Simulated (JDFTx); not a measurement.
The system is HfO2.

```
Hf O
1.0
     0.00000    2.55750    2.55750
     2.55750    0.00000    2.55750
     2.55750    2.55750    0.00000
Hf O
1 2
Cartesian
  0.0000 0.0000 0.0000
  3.8363 3.8363 3.8363
  1.2788 1.2788 1.2788
```

Measurements of this composition are mostly on another form, of space group No. 14.

Program: JDFTx 1.7.0 (patched build). Alike in all runs: task single point; no spin polarisation; cell as given; k mesh 9 × 9 × 9; cutoff (eV) 1143; smearing fermi-dirac 0.05 eV.

Task: Order these runs on this cell by their pressure, lowest first.
A. level PBEsol; potentials or basis PseudoDojo-SR-PBEsol-0.4.1-standard
B. level PBE; potentials or basis PseudoDojo-SR-PBE-0.5-standard
C. level LDA; potentials or basis PseudoDojo-SR-LDA-0.4.1-standard

Result: C (-22.1 GPa), A (-13.2 GPa), B (-4.9 GPa).

Caveats: so large a pressure means that the cell lies far from this level's equilibrium, or that cutoff or potentials fall short (some runs).
